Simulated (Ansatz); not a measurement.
# AlN (F-43m) in Ansatz: a series of runs

The runs below take AlN through single point, with PBEsol.

All numbers are computed with Ansatz 0.2.0; they aren't measurements. Logs are shortened: lines on timing, memory, paths and dates and some standing lists are left out, and cuts for length are marked.

## (1) Starting point

The structure is cubic, space group F-43m (No. 216). The conventional cell has a = 4.368 Å, b = 4.368 Å, c = 4.368 Å, α = 90.00°, β = 90.00°, γ = 90.00°. Around Al (site symmetry -43m) lie 4 N at 1.89 Å. N (site symmetry -43m) has 4 Al at 1.89 Å as nearest neighbours.

Measurements of this composition are mostly on another form, of space group No. 186.

## (2) Single point, PBEsol, 9.79 Å³/atom (volume scaled by 0.94)

input.yaml reads:

```yaml
crystal:
  lattice:
    - [0.0, 2.1394097525, 2.1394097525]
    - [2.1394097525, 0.0, 2.1394097525]
    - [2.1394097525, 2.1394097525, 0.0]
  atoms:
    - { symbol: Al, position: [0.0, 0.0, 0.0] }
    - { symbol: "N", position: [0.25, 0.25, 0.25] }
kpoints:
  mp_grid: { grid: [10, 10, 10] }
scf:
  occupations: { method: fermi_dirac, width: 0.05 }
hamiltonian:
  xc: pbesol
  pseudopotentials: { kind: all_electron, lapw: { basis_error: 0.0005 } }
output:
  forces: true
  stress: true
  eigenvalues: true
```

Potentials or basis: all-electron LAPW, scalar-relativistic.

Started as:

```bash
$ ansatz run input.yaml --threads 1 --pin off --max-ram 3072MiB --backend cpu --events-out ev --progress --plain --runs-dir out
```

Output:

```text
Warning: RAYON_NUM_THREADS=1 ignored (pool sized by the plan → 1); use --threads N
LAPW: plane waves up to 10.607 Å⁻¹, error target 5.0e-4 eV per atom; small_component_spin mean_spin; N in spheres of 0.886 Å, 7 of its electrons in bands, Dirac shells []; Al in spheres of 0.967 Å, 11 of its electrons in bands, Dirac shells [] (how accurate: hamiltonian.pseudopotentials.lapw.basis_error, Limitations)
Engine: ansatz 0.2.0, aarch64-unknown-linux-gnu
Pseudopotentials: kind: all_electron
Pseudopotential: Al, LAPW, valence charge 11, lapw/all_electron/scalar/gaussian/Al, Koelling and Harmon's equation, gaussian nucleus
Pseudopotential: N, LAPW, valence charge 7, lapw/all_electron/scalar/gaussian/N, Koelling and Harmon's equation, gaussian nucleus
Functional definition: PBEsol
  exchange = pbesol_x
  correlation = pbesol_c
Crystal: 2 atoms, lattice volume = 19.584 Å³
Basis set: ecut = 428.6552571785804 eV, 411 PW (Γ), exchange–correlation at level 2
Bands: 13, of which v1, the nominal top of the filled ones, is band 9 counted from 1 (8 counted from 0)
Symmetry: 24 space group operations
Space group: F-43m (ITA 216), of the structure as read, at distance tolerance 2.7e-5 Å
k-points: 47 of 1000 (time reversal used)
Non-local potential: Al, projectors of the file, none
Non-local potential: N, projectors of the file, none
Initial density: superposition of atomic densities (chi_scale 0.1, normalization cell, long waves kept (reshape's long-wave potential 0.00 eV rms))
Initial wavefunctions: plane waves of lowest kinetic energy (no species holds an atomic orbital)
Functional: x = pbesol(κ = 0.804, μ = 0.12345679012345678), c = pbesol(β = 0.046)
iter 1 solved again at ethr=3.11e-2 eV; its pass at ethr=1.00e-1 eV (dr2=5.59e0 eV) is discarded
SCF iter   1: F=—  HF=-8084.467485 eV  |F-HF|=—  |Δ(HF+E_count)|=         —  Δρ=1.57e-1  dr2=5.59e0  ethr=3.11e-2  ⟨swp⟩=2.0  Hψ=4144  notcnv=0
preconditioner: auto → none  [insulator: Δε(μ)=6.340 eV  Ē_g=17.555 eV  σ=0.050 eV  W_gap=1.00  n_scr=8 (ndim 8)  ℏωp=23.7 eV  f_vac=0.000  D(μ)=0.00/eV (n_scr^D=0)  ε∞_Penn≈2.8]
iter 2 solved again at ethr=1.31e-3 eV; its pass at ethr=3.11e-2 eV (dr2=2.36e-1 eV) is discarded
SCF iter   2: F=—  HF=-8082.321523 eV  |F-HF|=—  |Δ(HF+E_count)|=    2.15e0  Δρ=4.46e-2  dr2=2.37e-1  ethr=1.31e-3  ⟨swp⟩=2.0  Hψ=3292  notcnv=0
SCF iter   3: F=—  HF=-8082.034378 eV  |F-HF|=—  |Δ(HF+E_count)|=   2.87e-1  Δρ=1.69e-2  dr2=4.51e-2  ethr=1.31e-3  ⟨swp⟩=3.0  Hψ=1997  notcnv=0
SCF iter   4: F=—  HF=-8082.025823 eV  |F-HF|=—  |Δ(HF+E_count)|=         —  Δρ=3.94e-4  dr2=3.16e-5  ethr=2.50e-4  ⟨swp⟩=2.0  Hψ=1832  notcnv=0
the basis was enlarged: its passes take 383.8 KiB over the memory plan, 1 of 1 planned eigensolver slots
SCF iter   5: F=—  HF=-8082.025695 eV  |F-HF|=—  |Δ(HF+E_count)|=   1.27e-4  Δρ=2.38e-4  dr2=1.09e-5  ethr=1.76e-7  ⟨swp⟩=3.0  Hψ=1778  notcnv=0
SCF iter   6: F=—  HF=-8082.025687 eV  |F-HF|=—  |Δ(HF+E_count)|=   7.71e-6  Δρ=7.83e-5  dr2=4.82e-7  ethr=6.06e-8  ⟨swp⟩=2.0  Hψ=1645  notcnv=0
SCF iter   7: F=-8082.025687 eV  HF=-8082.025687 eV  |F-HF|=2.64e-9  |Δ(HF+E_count)|=   2.87e-7  Δρ=9.46e-6  dr2=9.00e-9  ethr=2.68e-9  ⟨swp⟩=2.0  Hψ=1645  notcnv=0
SCF 1 converged in 7 iterations: F = -8082.025687 eV  dr2 = 9.00e-9
SCF converged after 7 iterations
Free energy (F): -8082.025687 eV
Harris-Foulkes:  -8082.025687 eV  (|F-HF|=2.64e-9)
Internal energy: -8082.025687 eV  (E = F + TS)
E sigma→0 (E₀):  -8082.025687 eV
Fermi energy:    10.824806 eV
--- Per-component energies (eV) ---
  E_band       = -1187.058767
  E_kinetic    = 8094.864080
  E_xc         = -679.330578
  E_electrostatic = -15497.559189  (all electrons and nuclei)
  E_smearing   = -0.000000  (= −TS)
  E_closure    = 0.000000  (closes the sum)
  E_atoms      = -8066.480992  (free atoms, spherical and without spin; not in F)
  Σ components = -8082.025687   (vs F -8082.025687, Δ=0.00e0)
  Basis errors (estimates in eV, not in F): energy 2.4e-4 per atom: plane waves 2.3e-4 (1.4e-4 summed), levels above the bands 3.9e-110, relativity 1.1e-8, radial functions 1.7e-5, core shells 8.0e-12; eigenvalues (radial functions only) 3.2e-6; not estimated: angular momenta, meshes, grids; target (lapw.basis_error) 5.0e-4; muffin-tin radii N 0.886 Å, Al 0.967 Å
--- Forces (eV/Å), atoms counted from 1 ---
  atom   1  Al     0.00000000    -0.00000000     0.00000000
  atom   2  N     -0.00000000     0.00000000     0.00000000
  max |Σ_I F_I| component: 7.40e-17 eV/Å
--- Stress (GPa, compression-positive) ---
       15.491567       0.000000      -0.000000
        0.000000      15.491567       0.000000
       -0.000000       0.000000      15.491567
  P = ⅓ Tr σ = 15.4916 GPa (154.916 kbar)
--- Band table (eV; the first three rows and the last of 47) ---
  k-point 0: bands = ["-362.5105", "-90.4845", "-52.1602", "-52.1602", "-52.1602", "-6.1654", "9.1675", "9.1675", "9.1675", "13.8489", "22.2314", "22.2314", "22.2314"]
  k-point 1: bands = ["-362.5105", "-90.4844", "-52.1616", "-52.1604", "-52.1604", "-6.0059", "8.3442", "9.1147", "9.1147", "14.4965", "21.8384", "22.3734", "22.3734"]
  k-point 2: bands = ["-362.5105", "-90.4840", "-52.1652", "-52.1610", "-52.1610", "-5.5502", "6.6734", "8.9830", "8.9830", "15.6114", "21.0154", "22.2448", "22.2448"]
  k-point 46: bands = ["-362.5105", "-90.4827", "-52.1716", "-52.1686", "-52.1659", "-3.1163", "4.9070", "5.8916", "6.3687", "14.9240", "20.3249", "22.0558", "22.5460"]
```

Wall time 11 s (1 thread of Arm Neoverse V2, shared host); peak memory 0.26 GiB.

Results:

```yaml
Free_energy: -8082.0257 eV
Pressure: 15.5 GPa
Band_gap_on_the_k_mesh: 3.22 eV, indirect (least direct gap 4.68 eV)
```

## (3) Single point, PBEsol, 10.00 Å³/atom (volume scaled by 0.96)

input.yaml: that of step 2 with these lines changed.

```diff
@@ -2,5 +2,5 @@
   lattice:
-    - [0.0, 2.1394097525, 2.1394097525]
-    - [2.1394097525, 0.0, 2.1394097525]
-    - [2.1394097525, 2.1394097525, 0.0]
+    - [0.0, 2.1544765148, 2.1544765148]
+    - [2.1544765148, 0.0, 2.1544765148]
+    - [2.1544765148, 2.1544765148, 0.0]
   atoms:
```

Potentials or basis: all-electron LAPW, scalar-relativistic.

Started as:

```bash
$ ansatz run input.yaml --threads 1 --pin off --max-ram 3072MiB --backend cpu --events-out ev --progress --plain --runs-dir out
```

Run time: 11 s. Hardware: 1 thread of Arm Neoverse V2, shared host; peak memory 0.26 GiB.

It converged, with:

- Free energy: -8082.0591 eV
- Pressure: 10.3 GPa
- Band gap on the k mesh: 3.21 eV, indirect (least direct gap 4.49 eV)

## (4) Single point, PBEsol, 10.21 Å³/atom (volume scaled by 0.98)

input.yaml: that of step 3 with these lines changed.

```diff
@@ -2,5 +2,5 @@
   lattice:
-    - [0.0, 2.1544765148, 2.1544765148]
-    - [2.1544765148, 0.0, 2.1544765148]
-    - [2.1544765148, 2.1544765148, 0.0]
+    - [0.0, 2.169335443, 2.169335443]
+    - [2.169335443, 0.0, 2.169335443]
+    - [2.169335443, 2.169335443, 0.0]
   atoms:
```

Started as:

```bash
$ ansatz run input.yaml --threads 1 --pin off --max-ram 3072MiB --backend cpu --events-out ev --progress --plain --runs-dir out
```

Run time: 11 s. Hardware: 1 thread of Arm Neoverse V2, shared host; peak memory 0.26 GiB.

Results (log left out):

* Free energy: -8082.0794 eV
* Pressure: 5.5 GPa
* Band gap on the k mesh: 3.20 eV, indirect (least direct gap 4.30 eV)

## (5) Single point, PBEsol, 10.42 Å³/atom

input.yaml: that of step 4 with these lines changed.

```diff
@@ -2,5 +2,5 @@
   lattice:
-    - [0.0, 2.169335443, 2.169335443]
-    - [2.169335443, 0.0, 2.169335443]
-    - [2.169335443, 2.169335443, 0.0]
+    - [0.0, 2.1839935596, 2.1839935596]
+    - [2.1839935596, 0.0, 2.1839935596]
+    - [2.1839935596, 2.1839935596, 0.0]
   atoms:
```

Started as:

```bash
$ ansatz run input.yaml --threads 1 --pin off --max-ram 3072MiB --backend cpu --events-out ev --progress --plain --runs-dir out
```

It took 11 s on 1 thread of Arm Neoverse V2, shared host; peak memory 0.26 GiB.

The run converged. Its results:

- Free energy: -8082.0881 eV
- Pressure: 1.2 GPa
- Band gap on the k mesh: 3.19 eV, indirect (least direct gap 4.13 eV)

## (6) Single point, PBEsol, 10.63 Å³/atom (volume scaled by 1.02)

input.yaml: that of step 5 with these lines changed.

```diff
@@ -2,5 +2,5 @@
   lattice:
-    - [0.0, 2.1839935596, 2.1839935596]
-    - [2.1839935596, 0.0, 2.1839935596]
-    - [2.1839935596, 2.1839935596, 0.0]
+    - [0.0, 2.1984575146, 2.1984575146]
+    - [2.1984575146, 0.0, 2.1984575146]
+    - [2.1984575146, 2.1984575146, 0.0]
   atoms:
```

Potentials or basis: all-electron LAPW, scalar-relativistic.

Started as:

```bash
$ ansatz run input.yaml --threads 1 --pin off --max-ram 3072MiB --backend cpu --events-out ev --progress --plain --runs-dir out
```

Wall time 11 s (1 thread of Arm Neoverse V2, shared host); peak memory 0.26 GiB.

It converged, with:

```yaml
Free_energy: -8082.0860 eV
Pressure: -2.7 GPa
Band_gap_on_the_k_mesh: 3.18 eV, indirect (least direct gap 3.95 eV)
```

## (7) Single point, PBEsol, 10.83 Å³/atom (volume scaled by 1.04)

input.yaml: that of step 6 with these lines changed.

```diff
@@ -2,5 +2,5 @@
   lattice:
-    - [0.0, 2.1984575146, 2.1984575146]
-    - [2.1984575146, 0.0, 2.1984575146]
-    - [2.1984575146, 2.1984575146, 0.0]
+    - [0.0, 2.2127336128, 2.2127336128]
+    - [2.2127336128, 0.0, 2.2127336128]
+    - [2.2127336128, 2.2127336128, 0.0]
   atoms:
```

Started as:

```bash
$ ansatz run input.yaml --threads 1 --pin off --max-ram 3072MiB --backend cpu --events-out ev --progress --plain --runs-dir out
```

It took 11 s on 1 thread of Arm Neoverse V2, shared host; peak memory 0.26 GiB.

The run converged. Its results:

* Free energy: -8082.0743 eV
* Pressure: -6.2 GPa
* Band gap on the k mesh: 3.17 eV, indirect (least direct gap 3.79 eV)

## (8) Single point, PBEsol, 11.04 Å³/atom (volume scaled by 1.06)

input.yaml: that of step 7 with these lines changed.

```diff
@@ -2,5 +2,5 @@
   lattice:
-    - [0.0, 2.2127336128, 2.2127336128]
-    - [2.2127336128, 0.0, 2.2127336128]
-    - [2.2127336128, 2.2127336128, 0.0]
+    - [0.0, 2.2268278375, 2.2268278375]
+    - [2.2268278375, 0.0, 2.2268278375]
+    - [2.2268278375, 2.2268278375, 0.0]
   atoms:
```

Started as:

```bash
$ ansatz run input.yaml --threads 1 --pin off --max-ram 3072MiB --backend cpu --events-out ev --progress --plain --runs-dir out
```

Wall time 11 s (1 thread of Arm Neoverse V2, shared host); peak memory 0.26 GiB.

The run converged. Its results:

* Free energy: -8082.0538 eV
* Pressure: -9.5 GPa
* Band gap on the k mesh: 3.16 eV, indirect (least direct gap 3.62 eV)
